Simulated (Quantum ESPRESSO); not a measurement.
The system is WS2.

```
W S
1.0
     0.00000    3.00794    3.00794
     3.00794    0.00000    3.00794
     3.00794    3.00794    0.00000
W S
1 2
Direct
  0.00000 0.00000 0.00000
  0.25000 0.25000 0.25000
  0.75000 0.75000 0.75000
```

Measurements of this composition are mostly on another form, of space group No. 194.

Base run:

| Quantity | Value |
| --- | --- |
| Program | Quantum ESPRESSO 7.5 |
| Functional | LDA |
| Potentials or basis | GBRV 1.5 LDA |
| Cutoff | 762 eV |
| Density cutoff | 6095 eV |
| k mesh | 6 × 6 × 6 |
| Occupations | gaussian, width 0.05 eV |
| Spin | collinear spin, ferromagnetic start |
| Starting moments | [2.0, 0.0, 0.0] μB |
| Hubbard terms | W d U = 6 eV |

Its results: band gap on the k mesh 0.07 eV, direct; pressure -5.5 GPa; net moment 2.00 μB per cell; site moments W +1.59; S -0.13 μB.

Problem. The run is repeated on the same cell with these changes: hubbard terms from W d U = 6 eV to W d U = 3 eV. What comes out?

Solution. Band gap on the k mesh none (metal or under the smearing width); pressure -9.1 GPa; net moment 1.96 μB per cell; site moments W +1.41; S -0.04 μB.

Caveats: spin-orbit coupling is left out, which moves the levels of the heavy elements (some runs).

A k mesh can miss the band edges.
